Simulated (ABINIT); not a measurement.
The system is BaS.

```
CELL_PARAMETERS angstrom
0.00000 3.19375 3.19375
3.19375 0.00000 3.19375
3.19375 3.19375 0.00000
ATOMIC_POSITIONS crystal
Ba 0.00000 0.00000 0.00000
S 0.50000 0.50000 0.50000
```

```yaml
Program: ABINIT 10.8.3 (patched build)
Task: single point
Functional: PBE
Potentials_or_basis: JTH PAW PBE v2.0
Cutoff: 544 eV
k_mesh: 7 × 7 × 7
Occupations: fermi-dirac, width 0.05 eV
Spin: no spin polarisation
```

On this cell: pressure 1.3 GPa; largest force zero by symmetry; band gap on the k mesh 2.18 eV, indirect (least direct gap 2.33 eV).

The same run follows on a disturbed copy (atoms moved at random, drawn with an rms of 0.05 Å):

```
CELL_PARAMETERS angstrom
0.00000 3.19375 3.19375
3.19375 0.00000 3.19375
3.19375 3.19375 0.00000
ATOMIC_POSITIONS crystal
Ba 0.99913 0.00938 0.00649
S 0.50343 0.49802 0.49997
```

Q: What does the disturbed cell give?

A: The energy moves by +2.0 meV/atom; pressure 1.3 GPa; largest force 0.129 eV/Å; band gap on the k mesh 2.19 eV, indirect (least direct gap 2.33 eV).

Forces in eV/Å, atoms in the order of the input:
```
Ba  -0.120 -0.015 -0.045
S    0.120  0.015  0.045
```

Stress tensor (GPa, compression positive):
```
 1.41 -0.01 -0.02
-0.01  1.26  0.01
-0.02  0.01  1.28
```

Caveats: this set's barium file shifts pressures by 1.5 GPa and gaps by 0.1 eV against other sets; spin-orbit coupling is left out, which moves the levels of the heavy elements; an odd mesh through Γ misses points on the zone boundary, where band edges often lie.
